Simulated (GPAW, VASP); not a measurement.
This is a calculation of C for VASP 6.6.1. 

Contents of INCAR:

```
PREC = Accurate
ENCUT = 520
EDIFF = 1E-7
ISMEAR = 0
SIGMA = 0.028999999999999998
LREAL = False
LASPH = True
NELM = 60
ALGO = Normal
ISIF = 2
LWAVE = False
LCHARG = False
GGA = PE
NBANDS = 11
```

The input KPOINTS:

```
regular mesh
0
Gamma
  13 13 13
```

Contents of POSCAR:

```
C
1.0
    0.0000000000      1.7833700000      1.7833700000
    1.7833700000      0.0000000000      1.7833700000
    1.7833700000      1.7833700000      0.0000000000
C
2
Direct
    0.7500000000      0.7500000000      0.7500000000
    0.5000000000      0.5000000000      0.5000000000
```

Potentials or basis: VASP PAW PBE potentials, release 64 (C).

Launch:

```sh
$ cat potpaw_PBE.64/C/POTCAR > POTCAR
$ mpirun -np 1 vasp_std > vasp.out
```

Q: Translate it to GPAW 26.7.0 (ASE script). Potentials or basis there: GPAW PAW data sets (gpaw-data 1.2.1), cutoff 800 eV.

A: As run (cutoffs and basis follow the program's own potentials, and thresholds, step limits or extra output files can differ):

run.py

```python
from ase.dft.bandgap import bandgap
from ase.io import read, write
from ase.units import GPa
from gpaw import GPAW, PW

atoms = read('C.xyz')

calc = GPAW(mode=PW(800),
            xc='PBE',
            kpts={'size': (13, 13, 13), 'gamma': True},
            occupations={'name': 'methfessel-paxton', 'order': 0, 'width': 0.028999999999999998},
            nbands=11,
            convergence={'density': 1e-05, 'energy': 1e-05},
            maxiter=150,
            txt='gpaw.txt')
atoms.calc = calc
energy = atoms.get_potential_energy()
forces = atoms.get_forces()
stress = atoms.get_stress()
calc.write('gs.gpw')
write('result.traj', atoms)
print(f'Energy: {energy:.6f} eV')
print('Forces (eV/A):')
print(forces.round(4))
print('Stress (GPa):', (stress / GPa).round(3))
print('Fermi level:', round(calc.get_fermi_level(), 4), 'eV')
print(f'Gap: {bandgap(calc)[0]:.4f} eV, direct: {bandgap(calc, direct=True)[0]:.4f} eV')
```

Contents of C.xyz:

```xyz
2
Lattice="0.0000000000 1.7833700000 1.7833700000 1.7833700000 0.0000000000 1.7833700000 1.7833700000 1.7833700000 0.0000000000" Properties=species:S:1:pos:R:3 pbc="T T T"
C      2.6750550000      2.6750550000      2.6750550000
C      1.7833700000      1.7833700000      1.7833700000
```

Potentials or basis: GPAW PAW data sets (gpaw-data 1.2.1), pw.

Launch:

```bash
$ OMP_NUM_THREADS=1 python run.py
```

Both were run:

|  | VASP | GPAW |
| --- | --- | --- |
| Pressure | 2.5 GPa | 1.4 GPa |

Pressure is positive in compression.
